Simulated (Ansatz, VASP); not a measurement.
# LiH: VASP beside Ansatz, part 2 of 2

Aim: how closely do two programs agree when they are given the same cell, functional and k mesh? The cell is a member of a volume series, scaled by 0.985 from a relaxed one, so a pressure remains.

VASP 6.6.1 and Ansatz 0.2.0.

So far. Step 7 (Ansatz: single point, LDA, volume scaled by 1.015): The run ends at a pressure of -0.36 GPa.

## Step 9: Ansatz: single point, r2SCAN, volume scaled by 1.015

Level of this step: Ansatz beside VASP: Kohn-Sham DFT, plane waves, r2SCAN (Ansatz).

With cell and atoms fixed, the geometry can't cause a difference; cores, projectors, grids and the points listed under the comparison can. The cell compared in this pair holds 16.16 Å³, against 15.07 Å³ for the pair before.

The cell is a member of a volume series, scaled by 1.015 from a relaxed one, so a pressure remains.

File input.yaml:

```yaml
crystal:
  lattice:
    - [0.0, 2.0068177, 2.0068177]
    - [2.0068177, 0.0, 2.0068177]
    - [2.0068177, 2.0068177, 0.0]
  atoms:
    - { symbol: Li, position: [0.0, 0.0, 0.0] }
    - { symbol: H, position: [0.5, 0.5, 0.5] }
hamiltonian:
  xc: r2scan
  pseudopotentials: { kind: paw }
kpoints:
  mp_grid: { grid: [10, 10, 10] }
scf:
  occupations: { method: gaussian, width: 0.03 }
  n_extra_bands: 4
output:
  forces: true
  stress: true
  eigenvalues: true
  write_density: true
  write_potential: true
  elf: true
  volumetric_format: npy
```

Launch:

```console
ansatz run input.yaml --threads 2 --pin off --max-ram 4608MiB --backend cpu --events-out ev --progress --plain --runs-dir out
```

Output:

```text
[...]
Crystal: 2 atoms, lattice volume = 16.164 Å³
Basis set: ecut = 500 eV, 411 PW (Γ), exchange–correlation on 96×96×96 points (64 copies of the dense FFT grid, shifted against one another)
Bands: 6, of which v1, the nominal top of the filled ones, is band 2 counted from 1 (1 counted from 0)
Symmetry: 48 space group operations
[...]
k-points: 47 of 1000
[...]
Free energy (F): -222.016106 eV
[...]
Internal energy: -222.016106 eV  (E = F + TS)
E sigma→0 (E₀):  -222.016106 eV
Fermi energy:    2.239075 eV
[...]
--- Stress (GPa, compression-positive) ---
       -0.220098      -0.000000      -0.000000
       -0.000000      -0.220098       0.000000
       -0.000000       0.000000      -0.220098
  P = ⅓ Tr σ = -0.2201 GPa (-2.201 kbar)
--- Band table (eV; the first three rows and the last of 47) ---
[...]
[key lines of the parts left out:]
SCF converged after 6 iterations
```

Wall time 0.84 s (2 threads of Arm Neoverse V1, shared host); peak memory 0.26 GiB; 1.5 s of CPU time.

The run ends at a pressure of -0.22 GPa.

## Step 10: VASP: single point, r2SCAN, volume scaled by 1.015

The same cell, functional, mesh and smearing now go to VASP, with its own data sets and cutoff.

The input asks for a relaxation, which ended at its first step since no free force or stress exceeded the threshold; so it serves as a single point.

File INCAR:

```
SYSTEM = LiH
PREC = Accurate
ENCUT = 700
EDIFF = 1E-06
NELM = 100
ISMEAR = 0
SIGMA = 0.03
LREAL = .FALSE.
ALGO = Normal
METAGGA = R2SCAN
LASPH = .TRUE.
NBANDS = 8
LORBIT = 11
LWAVE = .FALSE.
LCHARG = .FALSE.
KPAR = 4
IBRION = 2
NSW = 30
ISIF = 4
EDIFFG = -0.01
```

File POSCAR:

```
LiH
1.0
    0.0000000000      2.0068177045      2.0068177045
    2.0068177045      0.0000000000      2.0068177045
    2.0068177045      2.0068177045      0.0000000000
Li H
1 1
Direct
    0.0000000000      0.0000000000      0.0000000000
    0.5000000000      0.5000000000      0.5000000000
```

File KPOINTS:

```
Automatic mesh
0
Gamma
10 10 10
0 0 0
```

The projector-augmented-wave data sets are Li_sv and H (PBE family, release 64).

Launch:

```console
mpirun -np 4 vasp_std
```

Output:

```text
[banner, memory and clock lines left out]
running    4 mpi-ranks, on    1 nodes
[...]
|                                                                             |
|               ----> ADVICE to this user running VASP <----                  |
|                                                                             |
|     You enforced a specific xc type in the INCAR file but a different       |
|     [... a line on the potential file left out ...]
|     I HOPE YOU KNOW WHAT YOU ARE DOING!                                     |
|                                                                             |

 LDA part: xc-table for (None), standard interpolation
 POSCAR, INCAR and KPOINTS ok, starting setup
[...]
entering main loop
       N       E                     dE             d eps       ncg     rms          rms(c)
DAV:   1    -0.239814759976E+01   -0.23981E+01   -0.16859E+03   760   0.545E+02
DAV:   2    -0.734206963527E+01   -0.49439E+01   -0.49439E+01  1072   0.568E+01
DAV:   3    -0.740901273507E+01   -0.66943E-01   -0.66943E-01   880   0.694E+00
DAV:   4    -0.740963134233E+01   -0.61861E-03   -0.61861E-03  1208   0.570E-01
[...]
DAV:   9    -0.682015509853E+01   -0.48559E-03   -0.11957E-03   944   0.297E-01    0.240E-02
DAV:  10    -0.682013528715E+01    0.19811E-04   -0.57311E-05   936   0.643E-02    0.363E-03
DAV:  11    -0.682013557464E+01   -0.28749E-06   -0.18980E-06  1136   0.147E-02
   1 F= -.68201356E+01 E0= -.68201356E+01  d E =-.682014E+01
[...]
reached required accuracy - stopping structural energy minimisation
```

OUTCAR, selected parts (step 10):

```text
  Total       -0.0572442     -0.0572442     -0.0572442      0.0000000      0.0000000     -0.0000000
  in kB       -5.6739872     -5.6739872     -5.6739872      0.0000000      0.0000000     -0.0000000
  external PRESSURE =      -5.6739872 kB  Pullay stress =       0.0000000 kB

 POSITION                                       TOTAL-FORCE (eV/Angst)
 -----------------------------------------------------------------------------------
      0.00000      0.00000      0.00000         0.000000      0.000000     -0.000000
      2.00682      2.00682      2.00682        -0.000000     -0.000000      0.000000
 -----------------------------------------------------------------------------------
    total drift:                                0.000000     -0.000000     -0.000000

  FREE ENERGIE OF THE ION-ELECTRON SYSTEM (eV)
  ---------------------------------------------------
  free  energy   TOTEN  =        -6.8201355746 eV

  energy  without entropy=       -6.8201355746  energy(sigma->0) =       -6.82013557

[... 2 parts as in an earlier step ...]

[... 2 further parts left out ...]
[key lines of the parts left out:]
E-fermi :  -0.0625
```

## Step 11: Side by side

What differs besides the data sets and the points named for the pairs above, as far as they apply: VASP keeps PBE cores, Ansatz makes them for the functional; the cutoff is 500 eV in Ansatz and 700 eV in VASP. Total energies have different zeros and are not compared.

The two programs side by side:

| quantity | Ansatz | VASP | difference |
| --- | --- | --- | --- |
| pressure (GPa) | -0.22 | -0.57 | +0.35 |
| gap on the k mesh (eV) | 3.634 | 3.580 | +0.053 |

A gap on the mesh is an upper bound, since the band edges may lie between its points.

## Step 12: Other set-ups

Further runs change the set-up of one program: Ansatz's method, potentials or start, or VASP's data sets, cutoff or form of LDA. The table gives Ansatz less VASP for each quantity, since a change that brings one quantity closer may part another.

| run | pressure (GPa) | gap on the k mesh (eV) |
| --- | --- | --- |
| as above | 0.35 | 0.053 |
| Ansatz's all-electron LAPW method | 0.35 | 0.056 |

## Step 13: Summary of results

```yaml
difference_in_gap_on_the_k_mesh_single_point_lda_volume_scaled_by_0p985: 0.0058 eV
difference_in_gap_on_the_k_mesh_single_point_lda_volume_scaled_by_1p015: 0.0057 eV
difference_in_gap_on_the_k_mesh_single_point_r2scan_volume_scaled_by_1p015: 0.053 eV
```

**Reading.** The difference in gap on the k mesh is 0.053 eV (single point, r2SCAN, volume scaled by 1.015), within the 0.08 eV picked in this series as the mark of a large difference. Single point, LDA, volume scaled by 0.985, Ansatz's all-electron LAPW method: the difference in gap on the k mesh goes from 0.0058 to 0.0081 eV. For single point, r2SCAN, volume scaled by 1.015, no further run moves any of the tabulated differences by more than a quarter of its size. 2 further runs of this series are not shown here. How closely two codes agree says nothing of how well the functional describes the real material.

[Lines on the potential files, build, host, timing and source positions are cut from VASP's logs without a mark.]

[Logs are printed without paths, hosts, clocks, repeated set-up lines and the standing remarks that a program may print on its own settings, such as how far it seeks lower states.]

[Hosts, paths, dates, database ids (printed as entryN), source tags and the programs' standing remarks are cut or masked in the printed files.]
